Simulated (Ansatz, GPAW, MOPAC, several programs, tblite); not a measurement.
# MgI2 (2H monolayer) from semi-empirical methods to plane-wave DFT

MgI2 as a 2H monolayer, relaxed with r2SCAN in Ansatz, was computed with several methods. The sheet's in-plane cell has a = 4.086 Å, b = 4.086 Å (γ = 120.0°), and its outermost atoms lie 3.68 Å apart along the normal. Mg has 6 I at 2.99 Å; I has 3 Mg at 2.99 Å. (Calculated; spin-unpolarised; the phase may be known or hypothetical.)

```
CELL_PARAMETERS angstrom
4.08605 0.00000 0.00000
-2.04303 3.53863 0.00000
0.00000 0.00000 30.90767
ATOMIC_POSITIONS crystal
Mg 0.33333 0.66667 0.29119
I 0.66667 0.33333 0.35075
I 0.66667 0.33333 0.23163
```
Periodic in the plane only; c spans the vacuum.

Gaps and times are for a single point on this cell. Times are rough, from shared hosts (Arm Neoverse V1), and each method has its own mesh and cell size. PM6 (MOPAC), PM7 (MOPAC), GFN1-xTB (tblite), GFN2-xTB (tblite) treat a cluster of cells at its zone centre, which samples few k points: where these miss a band edge, the gap comes out too large for that reason alone. Gaps from k meshes are read at a limited set of points (mesh, symmetry points, PBE's band edges), so each method's own least gap may be somewhat smaller. xTB and the PM methods were fitted mostly to molecules, and can miss a solid's gap by electronvolts. Minimal bases can be far off for gaps. GLLB-SC's gap includes the derivative discontinuity. d marks a direct gap, i an indirect one (no mark: not told apart), a dash a value that wasn't computed or didn't pass its checks.

| method | kind | gap (eV) | atoms computed | processor time |
| --- | --- | --- | --- | --- |
| GFN1-xTB (tblite) | tight binding | 2.20 | 27 | 0.93 s |
| PM7 (MOPAC) | semi-empirical | 8.66 | 27 | 0.99 s |
| GFN2-xTB (tblite) | tight binding | 3.77 | 27 | 1.3 s |
| PM6 (MOPAC) | semi-empirical | 5.90 | 27 | 1.3 s |
| PBE/single zeta (GPAW) | small basis | 2.91 d | 3 | 5.6 s |
| light PBE (260 eV and a coarse mesh) | light plane-wave | 2.99 i | 3 | 6 s |
| PBE | semilocal | 2.98 i | 3 | 27 s |
| r2SCAN | semilocal | 3.56 i | 3 | 70 s |
| GLLB-SC (GPAW) | model potential | 5.31 | 3 | 2.1 min |

Against r2SCAN (3.56 eV) and with closed or daggered gaps left aside, the nearest gap at the points sampled is that of GFN2-xTB (tblite) (+0.21 eV) and the farthest that of PM7 (MOPAC) (+5.10 eV). r2SCAN is only a yardstick of convenience: semilocal gaps usually lie below measured ones, which GLLB-SC and hybrids aim to mend.

No spin-orbit coupling is included; it can move band edges with weight on the heavy atoms by tenths of an eV.
